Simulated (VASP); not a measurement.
Runs of VASP 6.6.1 on HfO2. The structure is cubic, space group Fm-3m (No. 225). The conventional cell has a = 5.032 Å, b = 5.032 Å, c = 5.032 Å, α = 90.00°, β = 90.00°, γ = 90.00°. Around Hf (site symmetry m-3m) lie 8 O at 2.18 Å. Around O (site symmetry -43m) lie 4 Hf at 2.18 Å. Measurements of this composition are mostly on another form, of space group No. 14.

```csv
task,potentials or basis,cell,k mesh,cutoff (eV),mesh quality,gap on the mesh (eV),pressure (GPa),relaxed volume (Å³/atom)
single point,"VASP PAW PBE potentials, release 64 (Hf_pv, O)",as given,8 × 8 × 8,520,not flagged,(b),-1.9,-
relaxation of cell and atoms,"VASP PAW PBE potentials, release 64 (Hf_pv, O_s)",relaxed,8 × 8 × 8,480,not flagged,3.75,0.0,10.54
relaxation of cell and atoms,"VASP PAW PBE potentials, release 64 (Hf_pv, O)",relaxed,4 × 4 × 4,600,coarse,3.75,0.0,10.53
relaxation of cell and atoms,"VASP PAW PBE potentials, release 64 (Hf, O)",relaxed,8 × 8 × 8,580,not flagged,(a),0.0,10.52
relaxation of cell and atoms,"VASP PAW PBE potentials, release 64 (Hf_pv, O)",relaxed,8 × 8 × 8,600,not flagged,3.75,0.0,10.53
```

Alike in all rows: level PBEsol; no spin polarisation; smearing gaussian 0.02 eV.

Problem. Fill in the values left out.

Solution. (a) 3.72; (b) 3.73.

Caveats: some runs use coarse meshes; the PAW data sets were made with another functional, which shifts forces and pressure a little; spin-orbit coupling is left out, which moves the levels of the heavy elements.

A k mesh can miss the band edges, and the runs leave out spin-orbit coupling on Hf.

The runs don't all hold the same shells in valence.

Runs at the PBE level aren't shown here.
